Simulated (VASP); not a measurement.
# TiAl under changes of volume

One of the cells (15.718 Å³/atom); the others are scaled copies at fixed shape and fractional positions:

```
Ti Al
1.0
     2.81182    0.00000    0.00000
    -1.40591    2.43511    0.00000
     0.00000    0.00000    4.59109
Ti Al
1 1
Direct
  0.00000 0.00000 0.00000
  0.33333 0.66667 0.50000
```

The cell comes from a database or a generator and needn't be the stable form of this composition.

- Program: VASP 6.6.1
- Functional: LDA
- Potentials or basis: VASP PAW LDA potentials, release 64 (Ti_sv, Al)
- Cutoff: 520 eV
- k mesh: 10 × 10 × 6
- Occupations: fermi-dirac, width 0.05 eV
- Spin: no spin polarisation

```tsv
volume (Å³/atom)	energy over the lowest point (meV/atom)	pressure (GPa)
15.089	10.74	5.3
15.403	2.82	2.7
15.718	0.00	0.2
16.032	1.82	-2.1
16.346	?	?
```

What does the run at 16.346 Å³/atom give?

Energy over the lowest point 7.88 meV/atom; pressure -4.1 GPa.

Worked out: A Birch-Murnaghan fit of order 2 (a polynomial in V^(-2/3)) to the other rows has its minimum at 15.75 Å³/atom with B0 = V·E''(V) = 117 GPa at fixed shape and positions, which overstates the stiffness. It gives 7.82 meV/atom at 16.346 Å³/atom, against the run's 7.88, and -dE/dV = -4.1 GPa, against -4.1.

Energies are extrapolated to zero smearing.
